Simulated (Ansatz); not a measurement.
Geometry optimisation in Ansatz: input, command and trajectory.

```yaml
crystal:
  lattice:
    - [3.6314773527, 0.0, 0.0]
    - [-1.8157386764, 3.1449516407, 0.0]
    - [0.0, 0.0, 4.9172355921]
  atoms:
    - { symbol: Pt, position: [0.0, 0.0, 0.0] }
    - { symbol: Se, position: [0.6666666667, 0.3333333333, 0.7447027539] }
    - { symbol: Se, position: [0.3333333333, 0.6666666667, 0.2552972461] }
basis:
  ecutwfc: 500
kpoints:
  mp_grid: { grid: [12, 12, 8] }
hamiltonian:
  xc: r2scan
scf:
  occupations: { method: gaussian, width: 0.1 }
output:
  forces: true
  stress: true
  eigenvalues: true
relax:
  adjacent_minimum: "off"
  f_tol: 0.008
  max_steps: 50
  cell: { stress_tol: 0.08, p_target: 8.0 }
```

```bash
ansatz run input.yaml --threads 1 --pin off --max-ram 2560MiB --backend cpu --events-out ev --progress --plain --runs-dir out
```

Level of theory: DFT r2SCAN, scalar-relativistic, plane waves, PAW in Ansatz.

Of 6 frames 5 are shown, positions in Å and forces in eV/Å; the SCF threshold varies from step to step. Steps run on the plane waves of an earlier cell, with a Pulay correction in the pressure. The basis is chosen afresh for the last frame, the zero of the energies, and at times for earlier ones too; energy and pressure step there, also at an unchanged geometry. The relaxation lowers the enthalpy F + PV at the target pressure, so the free energy itself can rise.

```xyz
3
Lattice="3.6315 0.0000 0.0000 -1.8157 3.1450 0.0000 0.0000 0.0000 4.9172" Properties=species:S:1:pos:R:3:forces:R:3 pbc="T T T" step=1 free_energy_over_end_meV_per_atom=42.08 pressure_GPa=16.35
Pt    0.0000    0.0000    0.0000    0.0000    0.0000    0.0000
Se    1.8157    1.0483    3.6619    0.0000    0.0000   -1.0754
Se    0.0000    2.0966    1.2554    0.0000    0.0000    1.0754
3
Lattice="3.7156 0.0000 0.0000 -1.8578 3.2178 0.0000 0.0000 0.0000 4.7334" Properties=species:S:1:pos:R:3:forces:R:3 pbc="T T T" step=2 free_energy_over_end_meV_per_atom=6.51 pressure_GPa=4.90
Pt    0.0000    0.0000    0.0000    0.0000    0.0000    0.0000
Se    1.8578    1.0726    3.4096    0.0000    0.0000    0.6641
Se    0.0000    2.1452    1.3237    0.0000    0.0000   -0.6641
3
Lattice="3.7365 0.0000 0.0000 -1.8683 3.2359 0.0000 0.0000 0.0000 4.7185" Properties=species:S:1:pos:R:3:forces:R:3 pbc="T T T" step=3 free_energy_over_end_meV_per_atom=-10.62 pressure_GPa=6.43
Pt    0.0000    0.0000    0.0000    0.0000    0.0000    0.0000
Se    1.8683    1.0786    3.4526    0.0000    0.0000   -0.0065
Se    0.0000    2.1573    1.2659    0.0000    0.0000    0.0065
3
Lattice="3.7153 0.0000 0.0000 -1.8576 3.2175 0.0000 0.0000 0.0000 4.7023" Properties=species:S:1:pos:R:3:forces:R:3 pbc="T T T" step=4 free_energy_over_end_meV_per_atom=2.02 pressure_GPa=8.27
Pt    0.0000    0.0000    0.0000    0.0000    0.0000    0.0000
Se    1.8576    1.0725    3.4301    0.0000    0.0000   -0.0131
Se    0.0000    2.1450    1.2722    0.0000    0.0000    0.0131
3
Lattice="3.7166 0.0000 0.0000 -1.8583 3.2186 0.0000 0.0000 0.0000 4.7087" Properties=species:S:1:pos:R:3:forces:R:3 pbc="T T T" step=6 free_energy_over_end_meV_per_atom=0.00 pressure_GPa=8.00
Pt    0.0000    0.0000    0.0000    0.0000    0.0000    0.0000
Se    1.8583    1.0729    3.4355    0.0000    0.0000    0.0008
Se    0.0000    2.1458    1.2732    0.0000    0.0000   -0.0008
```

Time: 2.9 min on 1 thread of Intel(R) Xeon(R) Processor @ 2.70GHz, with other jobs on the host, peak memory 0.67 GiB.

Spin–orbit coupling is left out, which can shift energies with elements as heavy as these.